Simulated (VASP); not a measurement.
**AlN: relaxation of cell and atoms with PBEsol**

Crystal: AlN.

```
CELL_PARAMETERS angstrom
1.57335 -2.72505 0.00000
1.57335 2.72505 0.00000
0.00000 0.00000 4.56272
ATOMIC_POSITIONS crystal
Al 0.00000 0.00000 0.00000
Al 0.66667 0.33333 0.50000
N 0.00000 0.00000 0.42600
N 0.66667 0.33333 0.92600
```

The cell was built by a generator and needn't be a form met in nature.

```yaml
Program: VASP 6.6.1
Task: relaxation of cell and atoms
Functional: PBEsol
Potentials_or_basis: VASP PAW PBE potentials, release 64 (Al, N)
Cutoff: 600 eV
k_mesh: 9 × 9 × 7
Occupations: gaussian, width 0.01 eV
Spin: no spin polarisation
Target_pressure: 20 GPa
Dipole_correction: no
Further_INCAR_settings: ALGO = Normal; EDIFF = 1e-06; IBRION = 2; EDIFFG = -0.01; NSW = 70; ISIF = 8
Target_pressure: 20 GPa
```

```json
{"Relaxed volume": "9.48 Å³/atom", "Relaxed cell": "a = 3.114 Å, b = 3.114 Å, c = 4.515 Å, α = 90.00°, β = 90.00°, γ = 120.00°", "Space group after relaxing (to 0.05 Å)": "P6_3mc (No. 186)", "Energy change on relaxing (the enthalpy is what falls)": "+18.3 meV/atom", "Ionic steps": "7", "Pressure after relaxing": "20.0 GPa", "Band gap on the k mesh": "4.22 eV, direct"}
```

Forces in eV/Å, atoms in the order of the input:
```
Al   0.000  0.000  0.002
Al   0.000  0.000  0.002
N    0.000  0.000 -0.002
N    0.000  0.000 -0.002
```

Stress tensor (GPa, compression positive):
```
16.50  0.00  0.00
 0.00 16.51  0.00
 0.00  0.00 27.03
```

The path:
```csv
step,energy change (eV),largest force (eV/Å),pressure (GPa),volume (Å³)
1,0.0000,0.5874,10.62,39.12
2,0.4077,0.0701,35.98,35.97
3,0.1301,0.3435,21.79,37.57
4,0.0853,0.0145,20.67,37.81
5,0.0831,0.0130,20.60,37.83
6,0.0615,0.0204,19.28,38.01
7,0.0732,0.0021,20.01,37.91
```

Final structure:
```yaml
crystal:
  lattice:
    - [1.55689, -2.69654, 0.00000]
    - [1.55689, 2.69654, 0.00000]
    - [0.00000, 0.00000, 4.51500]
  atoms:
    - { symbol: Al, position: [0.00000, 0.00000, 0.00696] }
    - { symbol: Al, position: [0.66666, 0.33334, 0.50696] }
    - { symbol: N, position: [0.00000, 0.00000, 0.41904] }
    - { symbol: N, position: [0.66666, 0.33334, 0.91904] }
```

Levels at points of the mesh, in eV from the valence-band top:
| k point | band 5 | band 6 | band 7 | band 8 | band 9 | band 10 | band 11 | band 12 |
| --- | --- | --- | --- | --- | --- | --- | --- | --- |
| (0.00, 0.00, 0.00) | -2.24 | -1.21 | -1.21 | 0.00 | 4.22 | 5.91 | 10.01 | 10.01 |

Run time: 3.3 min on 1 thread of Intel(R) Xeon(R) Platinum 8375C CPU @ 2.90GHz (Ice Lake), on a shared host, peak memory 0.21 GiB.

Caveat: the cell is relaxed towards a set pressure, so the enthalpy falls and the energy may rise; the PAW data sets were made with another functional, which shifts forces and pressure a little; an odd mesh through Γ misses points on the zone boundary, where band edges often lie.
